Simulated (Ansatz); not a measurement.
**Sn: course of a relaxation**

All numbers below come from DFT PBEsol, scalar-relativistic, plane waves, PAW in Ansatz 0.2.0. Run with 420 eV cutoff, 12×12×8 k-mesh, Gaussian smearing of 0.10 eV, no spin polarisation.

What was changed: biaxial strain in the a-b plane, c and atoms relaxed: +3.0 %.

Command:

```bash
ansatz run input.yaml --threads 1 --pin off --max-ram 2560MiB --backend cpu --events-out ev --progress --plain --runs-dir out
```

Input:

```yaml
crystal:
  lattice:
    - [3.3684622542, 3.3684622542, 0.0]
    - [-3.3684622542, 3.3684622542, 0.0]
    - [0.0, 0.0, 6.4229707449]
  atoms:
    - { symbol: Sn, position: [0.0, 0.0, 0.5] }
    - { symbol: Sn, position: [0.0, 0.5, 0.25] }
    - { symbol: Sn, position: [0.5, 0.5, 0.0] }
    - { symbol: Sn, position: [0.5, 0.0, 0.75] }
basis:
  ecutwfc: 420
kpoints:
  mp_grid: { grid: [12, 12, 8] }
hamiltonian:
  xc: pbesol
scf:
  occupations: { method: gaussian, width: 0.1 }
output:
  forces: true
  stress: true
  eigenvalues: true
relax:
  adjacent_minimum: "off"
  f_tol: 0.008
  max_steps: 40
  cell: { stress_tol: 0.015, fix: [a, b, gamma] }
```

F is the free energy. Steps run on the plane waves of an earlier cell, but the last one, and at times one on the way, on a freshly chosen basis, so a repeated geometry can differ a little in energy. The held parts of the cell keep their stress, so P needn't end at zero.

Steps:

| step | F − F(1) (eV) | largest force component (eV/Å) | V (Å³/atom) | P (GPa) |
| --- | --- | --- | --- | --- |
| 1 | 0.0000 | 0.000 | 36.439 | -1.57 |
| 2 | -0.0047 | 0.000 | 35.884 | -1.04 |
| 3 | -0.0047 | 0.000 | 35.939 | -1.10 |
| 4 | -0.0044 | 0.000 | 35.939 | -1.10 |

Relaxed structure:

```cif
data_structure
_symmetry_space_group_name_H-M 'P 1'
_symmetry_Int_Tables_number 1
_cell_length_a 4.7637
_cell_length_b 4.7637
_cell_length_c 6.3348
_cell_angle_alpha 90.000
_cell_angle_beta 90.000
_cell_angle_gamma 90.000
_cell_volume 143.76
loop_
_atom_site_label
_atom_site_type_symbol
_atom_site_fract_x
_atom_site_fract_y
_atom_site_fract_z
_atom_site_occupancy
Sn1 Sn 0.00000 0.00000 0.50000 1
Sn2 Sn 0.00000 0.50000 0.25000 1
Sn3 Sn 0.50000 0.50000 0.00000 1
Sn4 Sn 0.50000 0.00000 0.75000 1
```

Symmetry: I4_1/amd, No. 141, tetragonal system. The conventional cell has a = 4.764 Å, b = 4.764 Å, c = 6.335 Å, α = 90.00°, β = 90.00°, γ = 90.00°. Sn (site symmetry -4m2) has 4 Sn at 2.86 Å as nearest neighbours.

The run converged. Time: 3.7 min on 1 thread of Intel(R) Xeon(R) Platinum 8259CL CPU @ 2.50GHz (Skylake/Cascade Lake), with other jobs on the host, peak memory 0.79 GiB.